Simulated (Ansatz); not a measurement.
**Pb in Ansatz: the effect of functional**

Pb:

```
Pb
1.0
     3.05873   -1.76191    0.00000
     3.05873    1.76191    0.00000
    -2.12947    0.00000    6.13559
Pb
2
Direct
  0.90851 0.90851 0.72629
  0.09149 0.09149 0.27371
```

This isn't the form of Pb at room conditions, which is fcc.

The cell isn't the ideal one: volume scaled by 1.02.

Alike in all runs:

- Program: Ansatz 0.2.0
- Task: single point
- Potentials or basis: Ansatz PAW
- k mesh: 9 × 9 × 5
- Occupations: fermi-dirac, width 0.05 eV
- Spin: no spin polarisation

| functional | cutoff | pressure (GPa) | largest force (eV/Å) |
| --- | --- | --- | --- |
| LDA | 420 eV (not typed: the program's choice for these potentials) | -3.8 | 0.21 |
| PBEsol | 420 eV (not typed: the program's choice for these potentials) | -2.5 | 0.17 |
| r2SCAN | 500 eV (not typed: the program's choice for these potentials) | ? | ? |

**Question.** What does the run with functional r2SCAN give?

**Answer.** Pressure -1.1 GPa; largest force 0.19 eV/Å.

Caveats: the PAW data sets come from PBE, with cores solved anew for the run's functional, which leaves a small shift of forces and pressure.
